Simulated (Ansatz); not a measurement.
Relaxation of Cu

Method: DFT PBEsol, scalar-relativistic, plane waves, PAW in Ansatz. Run with 420 eV cutoff, 20×20×20 k-mesh, Gaussian smearing of 0.10 eV, no spin polarisation.

What was changed: relaxed at -3 GPa.

Command:

```bash
ansatz run input.yaml --threads 1 --pin off --max-ram 2560MiB --backend cpu --events-out ev --progress --plain --runs-dir out
```

Input:

```yaml
crystal:
  lattice:
    - [-1.4588321709, 1.4588321709, 1.3729386267]
    - [1.4588321709, -1.4588321709, 1.3729386267]
    - [1.4588321709, 1.4588321709, -1.3729386267]
  atoms:
    - { symbol: Cu, position: [0.0, 0.0, 0.0] }
basis:
  ecutwfc: 420
kpoints:
  mp_grid: { grid: [20, 20, 20] }
hamiltonian:
  xc: pbesol
scf:
  occupations: { method: gaussian, width: 0.1 }
output:
  forces: true
  stress: true
  eigenvalues: true
relax:
  adjacent_minimum: "off"
  f_tol: 0.008
  max_steps: 50
  cell: { stress_tol: 0.08, p_target: -3.0 }
```

F is the free energy. Steps run on the plane waves of an earlier cell, but the last one, and at times one on the way, on a freshly chosen basis, so a repeated geometry can differ a little in energy. The relaxation lowers the enthalpy F + PV at the target pressure, so F itself can rise.

Steps:

```tsv
step	F − F(1) (eV)	largest force component (eV/Å)	V (Å³/atom)	P (GPa)
1	0.0000	0.000	11.688	-4.38
2	-0.0014	0.000	11.635	-3.72
3	-0.0026	0.000	11.577	-2.98
4	-0.0026	0.000	11.578	-2.99
5	-0.0025	0.000	11.578	-2.98
```

Relaxed structure:

```xyz
1
Lattice="-1.4552 1.4552 1.3669 1.4552 -1.4552 1.3669 1.4552 1.4552 -1.3669" Properties=species:S:1:pos:R:3 pbc="T T T"
Cu    0.0000    0.0000    0.0000
```

Symmetry: I4/mmm, No. 139, tetragonal system. The conventional cell has a = 2.910 Å, b = 2.910 Å, c = 2.734 Å, α = 90.00°, β = 90.00°, γ = 90.00°. Cu (site symmetry 4/mmm) is surrounded by 10 Cu at 2.47 to 2.73 Å.

The run converged. The run took 33 s on 1 thread of Arm Neoverse V2 (shared host), peak memory 0.4 GiB.